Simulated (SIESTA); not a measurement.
The system is ZrB2.

```
CELL_PARAMETERS angstrom
3.17000 0.00000 0.00000
-1.58500 2.74530 0.00000
0.00000 0.00000 3.53300
ATOMIC_POSITIONS crystal
Zr 0.00000 0.00000 0.00000
B 0.66667 0.33333 0.50000
B 0.33333 0.66667 0.50000
```

Base run:

```yaml
Program: SIESTA 5.4.2
Functional: PBE
Potentials_or_basis: PseudoDojo 0.4 standard (PBE files)
Basis: DZP (energy shift 0.003 Ry; two zetas on semicore shells)
Grid_cutoff: 800 Ry
Energy_shift: 0.003 Ry
k_mesh: 10 × 10 × 8
Occupations: fermi-dirac, width 0.05 eV
Spin: no spin polarisation
```

Its results: band gap on the k mesh none (metal or under the smearing width); pressure 1.7 GPa.

Q: The run is repeated on the same cell with these changes: functional from PBE to PBEsol; potentials or basis from PseudoDojo 0.4 standard (PBE files) to PseudoDojo 0.4 standard (PBEsol files). What comes out?

A: Band gap on the k mesh none (metal or under the smearing width); pressure -2.8 GPa.

Caveats: the basis of atomic orbitals isn't converged, which shifts pressures, moduli and gaps.
